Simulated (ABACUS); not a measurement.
Te:

```xyz
3
Lattice="4.4540 0.0000 0.0000 -2.2270 3.8573 0.0000 0.0000 0.0000 5.9240" Properties=species:S:1:pos:R:3 pbc="T T T"
Te    1.6279    2.8197    0.0000
Te   -0.5991    1.0376    3.9493
Te    1.1981    0.0000    1.9747
```

Program: ABACUS 3.10.1. Alike in all runs: task single point; no spin polarisation; cell as given; smearing fermi-dirac 0.05 eV.

Problem. Order these runs on this cell by their pressure, lowest first.
A. level TPSS; potentials or basis SG15 ONCV 1.2 PBE, plane waves; k mesh 4 × 4 × 3; cutoff (eV) 1306; SCF threshold on the density 1e-08; eigensolver dav
B. level PBEsol; potentials or basis SG15 ONCV 1.2 PBE, plane waves; k mesh 6 × 6 × 4; cutoff (eV) 1129; SCF threshold on the density 1e-08; eigensolver dav
C. level PBE; potentials or basis PseudoDojo NC SR 0.4.1 PBE standard, DZP LCAO (the cutoffs set its grid); k mesh 7 × 7 × 5; cutoff (eV) 1361; SCF threshold on the density 1e-07; eigensolver genelpa; orbital files Te Te_confined-atom_8au_2s2p2d.orb

Solution. B (-0.8 GPa), A (1.0 GPa), C (3.0 GPa).

Caveats: the potentials were made for another functional, which shifts forces and pressure (some runs); the atomic orbitals were generated for these runs and aren't a published set (some runs); the basis of atomic orbitals isn't converged, which shifts pressures, moduli and gaps (some runs).

Not every run made on this cell is shown here.
